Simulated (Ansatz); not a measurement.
# Fitting the PBE energy curve of Nb

It takes space group Pm-3m (No. 221, cubic). The conventional cell has a = 2.720 Å, b = 2.720 Å, c = 2.720 Å, α = 90.00°, β = 90.00°, γ = 90.00°. Nb (site symmetry m-3m) has 6 Nb at 2.72 Å as nearest neighbours.

This isn't the form of Nb at room conditions, which is bcc.

The cell was scaled at fixed shape and fractions and run with Ansatz, Ansatz PAW (earlier soft set), cutoff 420 eV; PBE, k mesh 10 × 10 × 10 on the cell of 1 atom, fermi-dirac occupations of 0.05 eV, no spin polarisation, no spin-orbit coupling. Energies are those that the program minimises, any entropy of the smearing included. For a metal such a mesh isn't converged to the digits shown.

```tsv
V (Å³/atom)	energy over the lowest row (meV/atom)
18.9087	34.78
19.3110	?
19.7133	4.51
20.1157	0.00
20.5180	1.70
20.9203	9.09
21.3226	21.68
```

**Question.** Fit the third-order Birch-Murnaghan form, give V0, B0 and B′, and predict the energy left open.

**Answer.** With y = (V0/V)^(2/3), E = E0 + (9 V0 B0/16) [(y - 1)³ B′ + (y - 1)² (6 - 4y)]. Least squares through the rows shown give V0 = 20.2012 Å³/atom, E0 = -0.15 meV, B0 = 122.2 GPa (1 eV/Å³ = 160.218 GPa) and B′ = 3.65, with a largest miss of 0.01 meV. At V = 19.3110 the form with these constants gives 15.89 meV; the run gave 15.86 meV an atom.
